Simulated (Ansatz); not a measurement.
**AlN (P6_3mc): the host for defect calculations**

Aim: the runs on the perfect crystal AlN (P6_3mc) that a defect calculation needs first.

Method: plane-wave PAW DFT, PBEsol; relaxation of the host's cell and atoms; PAW set soft_1, in the first sound run; inputs show where later runs differ, in Ansatz 0.2.0.

## 1. Set-up

The structure is hexagonal, space group P6_3mc (No. 186). Conventional cell: a = 3.129 Å, b = 3.129 Å, c = 5.017 Å, α = 90.00°, β = 90.00°, γ = 120.00°. Nearest to Al lie 4 N at 1.90 to 1.91 Å. Nearest to N lie 4 Al at 1.90 to 1.91 Å. Farther neighbours and most contacts between anions are not listed.

## 2. Host cell relaxation

Cell and atoms are relaxed together, until forces and stress fall under their thresholds.

Input file cell/input.yaml:

```yaml
crystal:
  lattice:
    - [3.1285881, 0.0, 0.0]
    - [-1.5642941, 2.7094368, 0.0]
    - [0.0, 0.0, 5.016955]
  atoms:
    - { symbol: Al, position: [0.66666667, 0.33333333, 0.499287] }
    - { symbol: Al, position: [0.33333333, 0.66666667, 0.999287] }
    - { symbol: "N", position: [0.66666667, 0.33333333, 0.880713] }
    - { symbol: "N", position: [0.33333333, 0.66666667, 0.380713] }
basis:
  ecutwfc: 420
  xc_grid: 2
hamiltonian:
  xc: pbesol
  pseudopotentials: { kind: paw, azcp: { folder: soft_1 }, xc_functional: pbe }
kpoints:
  mp_grid: { grid: [10, 10, 6] }
scf:
  occupations: { method: fixed }
  max_iter: 100
relax:
  f_tol: 0.005
  max_steps: 60
  cell: {}
output:
  forces: true
  stress: true
checkpoint:
  write: "../cell.run"
  compress: false
  write_wavefunctions: false
  write_every: 100000
```

On the command line:

```sh
$ ansatz run input.yaml --threads 32 --pin off --max-ram 84787MiB --backend cuda --events-out ev --progress --plain --runs-dir out --max-vram 78GiB
```

Numbers of over 12 decimals in the logs are rounded to 6 here.

The program printed:

```text
[... repeated set-up lines and file paths are left out, and long positions are rounded to six places ...]
Engine: ansatz 0.2.0, aarch64-unknown-linux-gnu
Pseudopotentials: kind: paw
Pseudopotential: Al, paw, valence charge 3, recommended cutoff 420 eV (normal), soft_1/Al.paw.azcp
Pseudopotential: N, paw, valence charge 5, recommended cutoff 420 eV (normal), soft_1/N.paw.azcp
Functional definition: PBEsol
  exchange = pbesol_x
  correlation = pbesol_c
[...]
Crystal: 4 atoms, lattice volume = 42.527 Å³
Basis set: ecut = 420 eV, 833 PW (Γ), exchange–correlation on 48×48×72 points (8 copies of the dense FFT grid, shifted against one another)
Bands: 12, of which v1, the nominal top of the filled ones, is band 8 counted from 1 (7 counted from 0)
Symmetry: 12 space group operations
Space group: P63mc (ITA 186), of the structure as read, at distance tolerance 3.5e-5 Å
k-points: 56 of 600 (time reversal used)
Non-local potential: Al, projectors of the file, l = 0: 2, l = 1: 2, l = 2: 1
Non-local potential: N, projectors of the file, l = 0: 2, l = 1: 2, l = 2: 1
PAW form: soft (Blöchl's): semilocal exchange-correlation on the pseudo side does not see the compensation charge
PAW frozen core: Al, regenerated for the run's functional, and the local potential with it (the file was generated under x = pbe(κ = 0.804, μ = 0.219515), c = pbe(β = 0.066725))
PAW frozen core: N, regenerated for the run's functional, and the local potential with it (the file was generated under x = pbe(κ = 0.804, μ = 0.219515), c = pbe(β = 0.066725))
PAW one-centre angular grid: Al, 110 points (default); XC on 64 Gauss nodes
PAW one-centre angular grid: N, 110 points (default); XC on 64 Gauss nodes
Initial density: superposition of atomic densities (chi_scale 0.1, normalization cell, long waves kept (reshape's long-wave potential 0.00 eV rms))
Initial wavefunctions: pseudopotential atomic-orbital guess
[...]
Functional: x = pbesol(κ = 0.804, μ = 0.123457), c = pbesol(β = 0.046)
SCF iter   1: F=—  HF=-1814.557047 eV  |Δ(HF+E_count)|=         —  Δρ=1.27e-1  dr2=8.60e0  Hψ=3644
preconditioner: auto → none  [insulator: Δε(μ)=5.225 eV  Ē_g=13.993 eV  n_scr=2 (ndim 8)  ℏωp=22.8 eV  f_vac=0.000  ε∞_Penn≈3.6]
SCF iter   2: F=—  HF=-1812.338241 eV  |Δ(HF+E_count)|=    2.22e0  Δρ=7.34e-2  dr2=1.37e0  Hψ=1952
[...]
SCF iter   7: F=-1811.918512 eV  HF=-1811.918512 eV  |Δ(HF+E_count)|=   8.08e-9  Δρ=3.08e-6  dr2=1.58e-9  Hψ=2447
SCF 1 converged in 7 iterations: F = -1811.918512 eV  dr2 = 1.58e-9
  greatest PAW one-centre occupation: 0.786 electrons in one spin orbital (limit 2), on the N atom at site 3 (counted from 0), in its partial waves of l = 0
relax step   1: F+E_penalty+E_count = -1811.91851187 eV  Δ(F+E_penalty+E_count) = +0.000e0 eV  max|allowed force component| = 6.017e-3 eV/Å  Δτ_max = 0.0000 Å  P = -3.168 GPa  Ω = 42.527 Å³  (7 SCF iters, dr2 threshold 1.00e-7 eV, accepted)
[... the SCF cycles and remarks between the steps are left out from here to the last step ...]
relax step   2: F+E_penalty+E_count = -1811.92433892 eV  Δ(F+E_penalty+E_count) = -5.827e-3 eV  max|allowed force component| = 6.283e-3 eV/Å  Δτ_max = 0.0007 Å  P = -1.560 GPa  Ω = 42.176 Å³  energy of the carried Pulay correction = +6.009e-4 eV  (4 SCF iters, dr2 threshold 4.00e-7 eV, accepted)
relax step   3: F+E_penalty+E_count = -1811.92652539 eV  Δ(F+E_penalty+E_count) = -2.186e-3 eV  max|allowed force component| = 2.368e-3 eV/Å  Δτ_max = 0.0006 Å  P = +0.035 GPa  Ω = 41.842 Å³  energy of the carried Pulay correction = +1.177e-3 eV  (4 SCF iters, dr2 threshold 4.00e-7 eV, accepted)
[...]
iter 1 solved again at ethr=8.04e-9 eV; its pass at ethr=3.10e-3 eV (dr2=1.29e-6 eV) is discarded
SCF iter   1: F=—  HF=-1811.925457 eV  |Δ(HF+E_count)|=         —  Δρ=6.95e-5  dr2=3.41e-7  Hψ=5748
[...]
SCF iter   2: F=—  HF=-1811.925428 eV  |Δ(HF+E_count)|=   2.89e-5  Δρ=3.24e-5  dr2=9.34e-8  Hψ=1120
SCF iter   3: F=—  HF=-1811.925428 eV  |Δ(HF+E_count)|=   1.08e-7  Δρ=1.39e-5  dr2=1.51e-8  Hψ=1029
SCF iter   4: F=—  HF=-1811.925428 eV  |Δ(HF+E_count)|=   2.12e-8  Δρ=9.67e-7  dr2=1.01e-10  Hψ=1084
SCF iter   5: F=-1811.925428 eV  HF=-1811.925428 eV  |Δ(HF+E_count)|=  1.50e-10  Δρ=2.44e-7  dr2=5.57e-12  Hψ=3999
SCF 4 converged in 5 iterations: F = -1811.925428 eV  dr2 = 5.57e-12
relax step   4: F+E_penalty+E_count = -1811.92542837 eV  Δ(F+E_penalty+E_count) = +1.097e-3 eV  max|allowed force component| = 2.387e-3 eV/Å  Δτ_max = 0.0000 Å  P = -0.020 GPa  Ω = 41.842 Å³  stress off target by 2.17e-2 GPa  SCF on the basis re-selected at this cell (its energy is not comparable with the rows above)  (5 SCF iters)
basis re-selected at this cell: Δ(F+E_penalty+E_count) = +1.097e-3 eV, ΔP = -0.055 GPa vs the last step (what re-selecting the basis moved, of the pressure what is left beyond the Pulay correction that the steps carried, after the strain that the cell walked [...]
SCF converged after 5 iterations
Free energy (F): -1811.925428 eV
Harris-Foulkes:  -1811.925428 eV  (|F-HF|=1.11e-11)
Internal energy: -1811.925428 eV  (E = F + TS)
E sigma→0 (E₀):  -1811.925428 eV
Fermi energy:    7.033609 eV
--- Per-component energies (eV) ---
  E_band       = 28.451425
  E_kinetic    = 311.969992
  E_local      = -418.982558  (includes V_loc(G=0)·N_el)
  E_nonlocal   = 89.682408
  E_hartree    = 153.510501
  E_xc         = -195.984128
  E_vxc        = -213.006687  (∫ρ·V_xc dr)
  E_paw        = -1160.730401  (= ΣΔE_a)
  E_vpaw       = -48.234416  (= ΣTr[D̂ρ^β])
  E_aug_tail   = 0.001678  (compensation charges beyond the density's cutoff)
  E_ewald      = -591.487397
  E_core_change = 0.094476  (= ΣΔE_core)
  E_smearing   = -0.000000  (= −TS)
  E_closure    = -0.000000  (closes the sum)
  Σ components = -1811.925428   (vs F -1811.925428, Δ=0.00e0)
--- Forces (eV/Å), atoms counted from 1 ---
  atom   1  Al     0.00000000     0.00000000    -0.00238719
  atom   2  Al    -0.00000000    -0.00000000    -0.00238719
  atom   3  N      0.00000000    -0.00000000     0.00238643
  atom   4  N     -0.00000000     0.00000000     0.00238643
  max |Σ_I F_I| component: 1.52e-6 eV/Å
--- Stress (GPa, compression-positive) ---
       -0.021658       0.000000       0.000000
        0.000000      -0.021658       0.000000
        0.000000       0.000000      -0.015229
  P = ⅓ Tr σ = -0.0195 GPa (-0.195 kbar)
--- Band table (eV; the first three rows and the last of 56) ---
  k-point 0: bands = [... 4 lower, 6.1582, 6.8112, 6.8112, 7.0336, 11.1302, 13.5763, 17.5234, 18.0476]
  k-point 1: bands = [... 4 lower, 6.1996, 6.4221, 6.7649, 6.7649, 11.6301, 13.6438, 17.3475, 18.0159]
  [... further k-points left out ...]
--- Relaxed structure (3 steps of the walk, 3 accepted, 1 SCFs on fresh bases) ---
  F+E_penalty+E_count = -1811.92542837 eV   max|allowed force component| = 2.387e-3 eV/Å   (the final SCF, on the basis selected at the relaxed cell)
  cell:  # Å, volume = 41.8416 Å³
    - [3.113607, 2.8729285943171094e-8, 0.0]
    - [-1.556804, 2.696463, 0.0]
    - [0, 0.0, 4.983677]
  atoms:
    - { symbol: Al, position: [0.666667, 0.333333, 0.499034] }
    - { symbol: Al, position: [0.333333, 0.666667, 0.999034] }
    - { symbol: N, position: [0.666667, 0.333333, 0.880966] }
    - { symbol: N, position: [0.333333, 0.666667, 0.380966] }
```

It took 1.7 s on 1 × NVIDIA GB200 with 32 threads of Arm Neoverse V2, shared host; peak memory 0.95 GiB; 6.7 s of CPU time.

Step by step:

```
step  energy less that of the first step (eV)  largest force component (eV/Å)  pressure (GPa)  volume (Å³)
   1                                   0.0000                          0.0060           -3.17        42.53
   2                                  -0.0058                          0.0063           -1.56        42.18
   3                                  -0.0080                          0.0024            0.04        41.84
  4*                                  -0.0069                          0.0024           -0.02        41.84
```

Relaxation steps marked * repeat the geometry before them on a plane-wave basis chosen anew for their cell, so energy and pressure can jump there.

The run keeps the 12 symmetry operations that it works with, so distortions that break them were not tested.

```csv
"conventional cell, symmetrised",before,after,change
a (Å),3.129,3.114,-0.5 %
b (Å),3.129,3.114,-0.5 %
c (Å),5.017,4.984,-0.7 %
volume (Å³/atom),10.63,10.46,-1.6 %
```

Final coordinates:

```xyz
4
Lattice="3.1136 0.0000 0.0000 -1.5568 2.6965 0.0000 0.0000 0.0000 4.9837" Properties=species:S:1:pos:R:3 pbc="T T T"
Al    1.5568    0.8988    2.4870
Al    0.0000    1.7977    4.9788
N     1.5568    0.8988    4.3905
N     0.0000    1.7977    1.8986
```

This step gave:

```
pressure : -0.01951 GPa
```

The relaxation ends with a largest force component of 0.0024 eV/Å and a pressure of -0.02 GPa.

## 3. Dielectric tensors of the host

The response to a uniform electric field gives the electronic dielectric tensor.

This step: plane-wave PAW DFPT, PBEsol; dielectric tensors, Born charges and zone-centre modes of the host; PAW set soft_1 (Ansatz 0.2.0).

Input file eps/input.yaml:

```yaml
crystal:
  lattice:
    - [3.1136073585, 2.87e-08, 0.0]
    - [-1.5568037041, 2.6964630555, 0.0]
    - [0.0, 0.0, 4.9836767961]
  atoms:
    - { symbol: Al, position: [0.6666666667, 0.3333333333, 0.4990341637] }
    - { symbol: Al, position: [0.3333333333, 0.6666666667, 0.9990341637] }
    - { symbol: "N", position: [0.6666666667, 0.3333333333, 0.8809658363] }
    - { symbol: "N", position: [0.3333333333, 0.6666666667, 0.3809658363] }
basis:
  ecutwfc: 420
hamiltonian:
  xc: pbesol
  pseudopotentials: { kind: paw, azcp: { folder: soft_1 }, xc_functional: pbe }
kpoints:
  mp_grid: { grid: [9, 9, 5] }
scf:
  occupations: { method: fixed }
  max_iter: 100
phonons:
  method: dfpt
  dielectric: true
  rigid_motions: translations
```

The program printed:

```text
[...]
Crystal: 4 atoms, lattice volume = 41.842 Å³
Basis set: ecut = 420 eV, 809 PW (Γ), exchange–correlation on 48×48×72 points (8 copies of the dense FFT grid, shifted against one another)
Bands: 12, of which v1, the nominal top of the filled ones, is band 8 counted from 1 (7 counted from 0)
Symmetry: 12 space group operations
k-points: 115 of 405 (irreducible under 2 space group operations, time reversal used)
[...]
SCF iter   1: F=—  HF=-1814.635252 eV  |Δ(HF+E_count)|=         —  Δρ=1.30e-1  dr2=8.74e0  Hψ=7440
[...]
SCF iter   2: F=—  HF=-1812.336179 eV  |Δ(HF+E_count)|=    2.30e0  Δρ=7.33e-2  dr2=1.32e0  Hψ=3991
[...]
SCF iter   9: F=-1811.925442 eV  HF=-1811.925442 eV  |Δ(HF+E_count)|=  4.55e-11  Δρ=4.74e-8  dr2=4.89e-13  Hψ=5317
SCF 1 converged in 9 iterations: F = -1811.925442 eV  dr2 = 4.89e-13
[...]
the response reads at least the filled bands of the reference SCF and the lowest empty band at each k-point, and that SCF's band table does not vouch for those bands. The notice of the band table in this run's record says why
[...]
NSCF: frozen V_eff on 1 k-points
[...]
NSCF: frozen V_eff on 36 k-points, pencils in batches of 32, up to order 48
[...]
DFPT response loops at q = (0, 0, 0) (fractional): preconditioner auto → none (the input reference at scf.mixing.eps_inf says where Resta's filter doesn't serve); β = 0.50; Anderson in place of MSR1; [...]
[...]
DFPT response loops at Γ: preconditioner auto → none (the input reference at scf.mixing.eps_inf says where Resta's filter doesn't serve); β = 0.50; Broyden in place of MSR1
── the response to a field inside a basis, on 10×10×6 k-points: an SCF that follows is theirs, and a resumed run solves both again ──
[...]
Bands: 9, of which v1, the nominal top of the filled ones, is band 8 counted from 1 (7 counted from 0)
k-points: 90 of 600 (irreducible under 4 space group operations, time reversal used)
[...]
Eigensolver: Dense (90 Hₖ)
SCF iter   1: F=—  HF=-1811.925016 eV  |Δ(HF+E_count)|=         —  Δρ=2.27e-4  dr2=3.19e-6
[...]
SCF iter   4: F=-1811.925019 eV  HF=-1811.925019 eV  |Δ(HF+E_count)|=   4.26e-8  Δρ=3.50e-6  dr2=1.46e-9
SCF 1 converged in 4 iterations: F = -1811.925019 eV  dr2 = 1.46e-9
[...]
SCF converged after 9 iterations
Free energy (F): -1811.925442 eV
[...]
Internal energy: -1811.925442 eV  (E = F + TS)
E sigma→0 (E₀):  -1811.925442 eV
Fermi energy:    7.033630 eV
[...]
--- Band table (eV; the first three rows and the last of 115) ---
  k-point 0: bands = [... 4 lower, 6.1582, 6.8113, 6.8113, 7.0336, 11.1302, 13.5763, 17.5234, 18.0476]
  k-point 1: bands = [... 4 lower, 6.2173, 6.2173, 6.7454, 6.7454, 11.8098, 13.6665, 17.2838, 18.0120]
  [... further k-points left out ...]
--- Phonons (Γ-DFPT): 4 representative perturbations + reference (Σ response iterations 20) ---
  k mesh reduced under 2 symmetry operations, with k and −k counted as one. Each operation leaves every solved perturbation unchanged. A smaller set is not considered because the run solves the response to a homogeneous field
  ASR residual: 1.620e-4 → 0.000e0 eV/Å²; symmetrization residual: 4.257e-7 eV/Å²
  ASR residual per site (eV/Å²): 1.62e-4 1.62e-4 7.92e-5 7.92e-5
  Γ frequencies (cm⁻¹): 0.00 0.00 0.00 234.93 234.93 542.18 606.42 651.64 651.64 662.93 662.93 712.94
  ε∞ (high-frequency dielectric tensor):
        4.495803     0.000000     0.000000
        0.000000     4.495803     0.000000
        0.000000     0.000000     4.728151
  ε⁰ (static dielectric tensor: ions relaxed, cell fixed):
        8.198581     0.000000     0.000000
        0.000000     8.198581     0.000000
        0.000000     0.000000     9.741989
  ε⁰ − ε∞ (ionic part):
        3.702778     0.000000     0.000000
        0.000000     3.702778     0.000000
        0.000000     0.000000     5.013838
  softest optical mode at Γ: 234.93 cm⁻¹; the repairs (sum rule, projections) moved no ω² at Γ by more than (1.32 cm⁻¹)²
  Born effective charges Z* (e; rows j = field, columns β = displacement):
    site 0:
         2.52572    0.00000   -0.00000
         0.00000    2.52572   -0.00000
         0.00000   -0.00000    2.68851
    site 1:
         2.52572    0.00000   -0.00000
         0.00000    2.52572   -0.00000
         0.00000    0.00000    2.68851
    site 2:
        -2.52572   -0.00000    0.00000
        -0.00000   -2.52572    0.00000
        -0.00000    0.00000   -2.68851
    site 3:
        -2.52572   -0.00000   -0.00000
        -0.00000   -2.52572    0.00000
         0.00000   -0.00000   -2.68851
  Z* charge neutrality: 8.132e-4 e pre-enforcement
  solved inside a basis spanned on kpoints, on 10×10×6 k-points, its susceptibility summed on 16×16×10: ε∞ is read to err by 1.3e-2, Z* by 1.0e-2 e (field_mesh: kpoints solves on kpoints); Z* is corrected for what the basis lacks
  optical modes at Γ without the LO–TO term, one row a degenerate level:
      ω (cm⁻¹)  modes    IR ((D/Å)²/amu)
        234.93      2             0.0000
        542.18      1             0.0000
        606.42      1            36.1714
        651.64      2             0.0000
        662.93      2            63.8475
        712.94      1             0.0000
  optical modes at Γ + LO–TO along q̂ = [1.0000, 0.0000, 0.0000]:
      ω (cm⁻¹)  modes    IR ((D/Å)²/amu)
        234.93      2             0.0000
        542.18      1             0.0000
        606.42      1            36.1714
        651.64      2             0.0000
        662.93      1            31.9238
        712.94      1             0.0000
        895.23      1            31.9238
  optical modes at Γ + LO–TO along q̂ = [0.0000, 1.0000, 0.0000]:
      ω (cm⁻¹)  modes    IR ((D/Å)²/amu)
        234.93      2             0.0000
        542.18      1             0.0000
        606.42      1            36.1714
        651.64      2             0.0000
        662.93      1            31.9238
        712.94      1             0.0000
        895.23      1            31.9238
  optical modes at Γ + LO–TO along q̂ = [0.0000, 0.0000, 1.0000]:
      ω (cm⁻¹)  modes    IR ((D/Å)²/amu)
        234.93      2             0.0000
        542.18      1             0.0000
        651.64      2             0.0000
        662.93      2            63.8475
        712.94      1             0.0000
        870.47      1            36.1714
```

The job ended after 6.8 s (1 × NVIDIA GB200 with 32 threads; peak memory 1.2 GiB).

Reading the cycles: dr2 is the Hartree energy of the density residual (eV), the measure of convergence; HF is the Harris–Foulkes estimate of the energy, which meets the free energy F at convergence.

Electronic dielectric tensor:

```
4.50 0.00 0.00
0.00 4.50 0.00
0.00 0.00 4.73
```

Static dielectric tensor:

```
8.20 0.00 0.00
0.00 8.20 0.00
0.00 0.00 9.74
```

The principal values of the electronic dielectric tensor are 4.50, 4.50 and 4.73. The principal values of the static dielectric tensor are 8.20, 8.20 and 9.74.

(Part 1 of 3 ends here.)

[Logs are printed without paths, hosts, clocks, repeated set-up lines and the standing remarks that a program may print on its own settings, such as how far it seeks lower states.]

[Hosts, paths, dates, database ids (printed as entryN), source tags and the programs' standing remarks are cut or masked in the printed files.]

[Runs of the host that timed out are not shown.]

[For some hosts the program warned that the k-mesh of the response run may be too coarse for force constants and the static dielectric constant; such warnings are not always shown.]
